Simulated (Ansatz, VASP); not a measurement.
## NaI: VASP beside Ansatz

The input INCAR:

```
SYSTEM = NaI
PREC     = Accurate       ! precision mode
ENCUT    = 520            ! plane-wave cutoff, eV
EDIFF    = 1E-6           ! SCF threshold, eV
ISMEAR   = -1             ! smearing method
SIGMA    = 0.05           ! smearing width, eV
LREAL    = .False.        ! projectors in reciprocal space
LASPH    = .True.         ! aspherical terms in the spheres
NELM     = 60             ! most SCF steps
ALGO     = Normal         ! electronic algorithm
ISIF     = 2              ! what is computed and relaxed
LWAVE    = .False.        ! write WAVECAR
LCHARG   = .False.        ! write CHGCAR
GGA      = PE             ! functional
NBANDS   = 14             ! bands
```

File KPOINTS:

```
regular mesh
0
Gamma
  7 7 7
  0 0 0
```

Contents of POSCAR:

```
NaI
1.0
    0.0000000000      3.1703324822      3.1703324822
    3.1703324822      0.0000000000      3.1703324822
    3.1703324822      3.1703324822      0.0000000000
I Na
1 1
Direct
    0.5000000000      0.5000000000      0.5000000000
    0.0000000000      0.0000000000      0.0000000000
```

input.yaml

```yaml
crystal:
  lattice:
    - [0.0, 3.1703324822, 3.1703324822]
    - [3.1703324822, 0.0, 3.1703324822]
    - [3.1703324822, 3.1703324822, 0.0]
  atoms:
    - { symbol: I, position: [0.5, 0.5, 0.5] }
    - { symbol: Na, position: [0.0, 0.0, 0.0] }
hamiltonian:
  xc: pbe
  pseudopotentials: { kind: paw, azcp: { folder: soft_1 } }
kpoints:
  mp_grid: { grid: [7, 7, 7] }
scf:
  occupations: { method: fermi_dirac, width: 0.05 }
output:
  forces: true
  stress: true
  eigenvalues: true
  write_density: true
  write_potential: true
  elf: true
  volumetric_format: npy
```

Alike in both runs: task single point; functional PBE; k mesh 7 × 7 × 7; occupations fermi-dirac, width 0.05 eV; no spin polarisation.

```csv
,VASP,Ansatz
version,VASP 6.6.1,Ansatz 0.2.0
potentials or method,"VASP PAW PBE potentials, release 64 (I, Na_pv)",Ansatz PAW soft_1
plane-wave cutoff (eV),520,420
valence electrons in the cell,14,26
```

Ansatz gave:

```
gap on the k mesh at the Fermi level (eV) : 3.82
least direct gap on the mesh (eV)         : 3.82
pressure (GPa)                            : 1.6
```

**Question.** Estimate VASP's values.

**Answer.** gap on the k mesh at the Fermi level (eV): 3.81; least direct gap on the mesh (eV): 3.81; pressure (GPa): 1.7.

The two sets of potentials don't hold the same shells in valence.

Caveats: spin-orbit coupling is left out, which moves the levels of the heavy elements; odd divisions of the mesh miss points on the zone boundary, where band edges often lie, so the gap on the mesh can be too wide (Ansatz). A hybrid or GW would open this gap; PBE tends to underestimate it.
